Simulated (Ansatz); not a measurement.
Sr: changing the strain (εzz = s)

```
Sr
1.0
     0.00000    3.04235    3.04235
     3.04235    0.00000    3.04235
     3.04235    3.04235    0.00000
Sr
1
Direct
  0.00000 0.00000 0.00000
```

Kept alike: task single point; functional PBE; k mesh 6 × 6 × 6; occupations fermi-dirac, width 0.05 eV; no spin polarisation. Program: Ansatz, Ansatz PAW, cutoff 420 eV. The mesh is that of the run's cell of 1 atom. No spin-orbit coupling.

```csv
s,free energy over the lowest row (meV/atom)
-0.01,0.00
0,0.87
0.01,2.01
0.02,3.41
```

The cell shown is the unstrained one; x, y and z are its Cartesian axes; atoms keep their fractions. For a metal such a mesh leaves the last digits unconverged.

Problem. What does the strain (εzz = s) change here?

Solution. The free energy rises from 0.00 to 3.41 meV/atom between -0.01 and 0.02.
